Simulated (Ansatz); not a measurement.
# HfN: the cost of one run

Method: DFT PBEsol, scalar-relativistic, plane waves, PAW, in Ansatz 0.2.0.

1 further run of the same task is left out (set aside as unsound or not needed).

**1. Starting point**

Symmetry: P6_3/mmc, No. 194, hexagonal system. Conventional cell: a = 3.128 Å, b = 3.128 Å, c = 5.391 Å, α = 90.00°, β = 90.00°, γ = 120.00°. Hf (site symmetry -6m2) has 6 N at 2.25 Å as nearest neighbours. N (site symmetry -3m) has 6 Hf at 2.25 Å as nearest neighbours.

Coordinates:

```
Hf N
1.0
     3.12771    0.00000    0.00000
    -1.56385    2.70867    0.00000
     0.00000    0.00000    5.39094
Hf N
2 2
Direct
  0.66667 0.33333 0.75000
  0.33333 0.66667 0.25000
  0.00000 0.00000 0.00000
  0.00000 0.00000 0.50000
```

It goes back to an entry of the Materials Project, which need not be the stable form.

This cell was relaxed beforehand with the same method: volume 11.42 Å³/atom, gap on the mesh none (metal).

**2. -2 GPa**

input.yaml

```yaml
crystal:
  lattice:
    - [3.1475182402, 0.0, 0.0]
    - [-1.5737591201, 2.7258307549, 0.0]
    - [0.0, 0.0, 5.4250821843]
  atoms:
    - { symbol: Hf, position: [0.6666666667, 0.3333333333, 0.75] }
    - { symbol: Hf, position: [0.3333333333, 0.6666666667, 0.25] }
    - { symbol: "N", position: [0.0, 0.0, 0.0] }
    - { symbol: "N", position: [0.0, 0.0, 0.5] }
basis:
  ecutwfc: 420
kpoints:
  mp_grid: { grid: [18, 18, 8] }
hamiltonian:
  xc: pbesol
scf:
  occupations: { method: gaussian, width: 0.1 }
output:
  forces: true
  stress: true
  eigenvalues: true
relax:
  adjacent_minimum: "off"
  f_tol: 0.008
  max_steps: 50
  cell: { stress_tol: 0.08, p_target: -2.0 }
```

The run is started by

```console
$ ansatz run input.yaml --threads 1 --pin off --max-ram 2560MiB --backend cpu --events-out ev --progress --plain --runs-dir out
```

**Question.** How long does this run take on 1 thread of Arm Neoverse V2, shared host, and how much memory does it need?

About 87 s, with a peak of 0.52 GiB.
